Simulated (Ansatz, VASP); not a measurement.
**CuAu in VASP and in Ansatz**

INCAR

```
PREC = Accurate
ENCUT = 520
EDIFF = 1E-7
ISMEAR = 0
SIGMA = 0.1
LREAL = False
LASPH = True
NELM = 100
ALGO = Fast
ISIF = 2
LWAVE = False
LCHARG = True
GGA = PS
LELF = True
LVHAR = True
NBANDS = 18
```

KPOINTS

```
regular mesh
0
Gamma
  9 9 9
```

File POSCAR:

```
CuAu
1.0
    1.4430568479      0.8331492596      4.2561707609
   -1.4430568479      0.8331492596      4.2561707609
    0.0000000000     -1.6662985192      4.2561707609
Cu Au
1 1
Direct
    0.5000000000      0.5000000000      0.5000000000
    0.0000000000      0.0000000000      0.0000000000
```

Input for Ansatz:

```yaml
crystal:
  lattice:
    - [1.4430568479, 0.8331492596, 4.2561707609]
    - [-1.4430568479, 0.8331492596, 4.2561707609]
    - [0.0, -1.6662985192, 4.2561707609]
  atoms:
    - { symbol: Cu, position: [0.5, 0.5, 0.5] }
    - { symbol: Au, position: [0.0, 0.0, 0.0] }
basis:
  ecutwfc: 420
kpoints:
  mp_grid: { grid: [9, 9, 9] }
hamiltonian:
  xc: pbesol
scf:
  occupations: { method: gaussian, width: 0.1 }
output:
  forces: true
  stress: true
  eigenvalues: true
```

The cell comes from a database or a generator and needn't be the stable form of this composition.

Alike in both runs: task single point; functional PBEsol; k mesh 9 × 9 × 9; occupations gaussian, width 0.1 eV; no spin polarisation.

|  | VASP | Ansatz |
| --- | --- | --- |
| version | VASP 6.6.1 | Ansatz 0.2.0 |
| potentials or method | VASP PAW PBE potentials, release 64 (Cu, Au) | scalar-relativistic, plane waves, PAW |
| plane-wave cutoff (eV) | 520 | 420 |
| valence electrons in the cell | 22 | 38 |

```tsv
	VASP	Ansatz	Ansatz less VASP
gap on the k mesh at the Fermi level (eV)	none	none	-
pressure (GPa)	-8.2	-8.3	-0.15
largest component of the traceless stress (GPa)	2.59	2.45	-0.140
```

A gap of «none» marks a metal or a gap that the smearing closes. The two sets of potentials don't hold the same shells in valence.

Caveats: the PAW data sets were made with another functional, which shifts forces and pressure a little (VASP). Spin-orbit coupling is left out, which matters for the levels of Au.
